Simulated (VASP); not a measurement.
# WS₂: convergence, density of states

WS₂, R3m (no. 160), 3 atoms in the cell. AM05; PAW potentials W_sv, S (PBE set). VASP 6.6.1.

Wanted: density of states by 0.5 eV bins within 20 %; centre of the states within 12 eV below the valence top within 0.1 eV.

What the run is for: density of states; Accuracy asked: screening; k mesh of the density: 8 × 8 × 8.

POSCAR:
```
WS2
1.0
    1.5790000000      0.9116360751      6.1633333333
   -1.5790000000      0.9116360751      6.1633333333
    0.0000000000     -1.8232721501      6.1633333333
W S
1 2
Direct
    0.0000000000      0.0000000000      0.0000000000
    0.5810000000      0.5810000000      0.5810000000
    0.7503000000      0.7503000000      0.7503000000
```

The series start from Plane-wave cutoff (eV): 300; k-point mesh: 13 × 13 × 13; Energy points (NEDOS): 2001; Occupations for the DOS: ISMEAR=-5; Electronic threshold (eV): 1e-6; Precision mode (PREC): Accurate. Each series keeps the choices made before it, and each single choice may use up half of a tolerance. Times cover all steps of a run.

## Plane-wave cutoff (eV)

| Plane-wave cutoff (eV) | Density of states by 0.5 eV bins, largest deviation against the largest value | Centre of the states within 12 eV below the valence top (eV) | Time (s) |
|---|---|---|---|
| 210 | 0.72 % | -3.96 | 57 |
| 260 | 0.62 % | -3.96 | 79 |
| 300 | 0.45 % | -3.95 | 82 |
| 340 | 0.46 % | -3.95 | 128 |
| 420 | 0.046 % | -3.95 | 194 |
| 520 (reference) | 0 % | -3.95 | 236 |

Chosen: 210, the loosest value from which every tighter one stays within half of the tolerance.

## k-point mesh

| k-point mesh | Density of states by 0.5 eV bins, largest deviation against the largest value | Centre of the states within 12 eV below the valence top (eV) | Time (s) |
|---|---|---|---|
| 6 × 6 × 6 | 14 % | -3.96 | 44 |
| 7 × 7 × 7 | 14 % | -3.94 | 43 |
| 9 × 9 × 9 | 10 % | -3.95 | 48 |
| 11 × 11 × 11 | 5.3 % | -3.95 | 48 |
| 13 × 13 × 13 | 3.6 % | -3.96 | 57 |
| 16 × 16 × 16 | 2 % | -3.97 | 78 |
| 20 × 20 × 20 | 1 % | -3.97 | 124 |
| 24 × 24 × 24 (reference) | 0 % | -3.97 | 220 |

Chosen: 11 × 11 × 11.

## Energy points (NEDOS)

| Energy points (NEDOS) | Density of states by 0.5 eV bins, largest deviation against the largest value | Centre of the states within 12 eV below the valence top (eV) | Time (s) |
|---|---|---|---|
| 301 | 13 % | -3.95 | 48 |
| 501 | 5.2 % | -3.96 | 59 |
| 1001 | 1 % | -3.96 | 56 |
| 2001 | 0.24 % | -3.95 | 48 |
| 4001 (reference) | 0 % | -3.95 | 55 |

Chosen: 501.

## Occupations for the DOS

| Occupations for the DOS | Density of states by 0.5 eV bins, largest deviation against the largest value | Centre of the states within 12 eV below the valence top (eV) | Time (s) |
|---|---|---|---|
| ISMEAR=-5 | 0 % | -3.96 | 59 |
| ISMEAR=-4 | 0 % | -3.96 | 48 |
| ISMEAR=0 SIGMA=0.05 | 8.6 % | -3.93 | 50 |
| ISMEAR=0 SIGMA=0.1 | 7.6 % | -3.93 | 56 |
| ISMEAR=-15 SIGMA=0.025 | 0 % | -3.96 | 43 |

Chosen: ISMEAR=-5; no other choice that stays within half of the tolerance saves 30 % of the time.

## Electronic threshold (eV)

| Electronic threshold (eV) | Density of states by 0.5 eV bins, largest deviation against the largest value | Centre of the states within 12 eV below the valence top (eV) | Time (s) |
|---|---|---|---|
| 0.001 | 0.52 % | -3.96 | 37 |
| 0.0001 | 1.6 % | -3.95 | 52 |
| 1e-5 | 1.6 % | -3.95 | 38 |
| 1e-6 (reference) | 0 % | -3.96 | 59 |

Chosen: 0.001.

## Precision mode (PREC)

| Precision mode (PREC) | Density of states by 0.5 eV bins, largest deviation against the largest value | Centre of the states within 12 eV below the valence top (eV) | Time (s) |
|---|---|---|---|
| Normal | 0.6 % | -3.96 | 14 |
| Accurate (reference) | 0 % | -3.96 | 37 |

Chosen: Normal.

## All choices together

| Input | Density of states by 0.5 eV bins, largest deviation against the largest value | Centre of the states within 12 eV below the valence top (eV) | Time (s) |
|---|---|---|---|
| defaults for smearing, thresholds and mesh (naive) | 31 % | -3.78 | 36 |
| chosen settings | 4.7 % | -3.96 | 14 |
| reference settings throughout | 0 % | -3.96 | 802 |

The tolerance is met.

## The input

INCAR.step1:
```
GGA = AM ; ISMEAR = 0
SIGMA = 0.03 ; LWAVE = False
LCHARG = True ; NBANDS = 31
PREC = Normal ; LASPH = True
LREAL = False ; ALGO = Normal
EDIFF = 0.001 ; NELM = 120
GGA_COMPAT = False ; ENCUT = 210
EFERMI = MIDGAP ; LMAXMIX = 4
KPAR = 4
```

INCAR.step2, as INCAR.step1 but for:
```
- ISMEAR = 0
- SIGMA = 0.03
- LCHARG = True
+ ISMEAR = -5
+ LCHARG = False
+ NEDOS = 501
+ LORBIT = 11
+ EMIN = -8.9617
+ EMAX = 16.0383
+ ICHARG = 11
```

KPOINTS.step1:
```
k-points
0
Gamma
  8 8 8
```

KPOINTS.step2:
```
Automatic mesh
0
Gamma
  11 11 11
  0 0 0
```

Commands (each step's output is kept before the next begins):
```
cat potpaw_PBE.64/W_sv/POTCAR potpaw_PBE.64/S/POTCAR > POTCAR
cp INCAR.step1 INCAR
cp KPOINTS.step1 KPOINTS
mpirun -np 4 vasp_std > vasp.out
cp INCAR.step2 INCAR
cp KPOINTS.step2 KPOINTS
mpirun -np 4 vasp_std > vasp.out
```

The chosen input took VASP 6.6.1 14 s on 4 cores (Intel Xeon Platinum 8488C (Sapphire Rapids)), a shared host.

## An input that fails: tetrahedra on too few k points

VASP's message: IBZKPT: tetrahedron method fails for NKPT<4. NKPT = 1.

k mesh: 13 × 13 × 13 becomes 1 × 1 × 1.

Changes against the starting input:
```
(step 2)
- NELM = 120
- KPAR = 4
+ NELM = 53
```
